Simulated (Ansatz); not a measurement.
Space group P6_3/mmc (No. 194). a = 3.319 Å, b = 3.319 Å, c = 5.163 Å, α = 90.00°, β = 90.00°, γ = 120.00°
```
atom site symmetry x y z
  Sc    2c      -6m2  0.3333  0.6667  0.2500
```

Equation of state of this Sc structure (not necessarily the ground state), with shape and atoms relaxed at each volume where symmetry leaves them free. It has no gap at any of these volumes. Theory: Ansatz, DFT PBE, scalar-relativistic, plane waves, PAW.

Cutoff 420 eV; k points 15×15×8 on the computed 2-atom cell (Γ-centred); Gaussian smearing, width 0.10 eV; no spin polarisation.

```
V (Å³/atom) E − E(largest V) (meV/atom) P (GPa)
     21.677                        33.84     8.55
     22.416                         0.76     5.98
     23.155                       -21.19     3.71
     23.894                       -33.36     1.74
     24.633                       -37.01     0.00
     25.372                       -33.15    -1.52
     26.111                       -22.73    -2.86
     27.096                         0.00    -4.39
```

Problem. Fit a third-order Birch–Murnaghan equation to E(V).

Solution. V0 = 24.61 Å³/atom, B0 = 54 GPa, B0' = 3.4.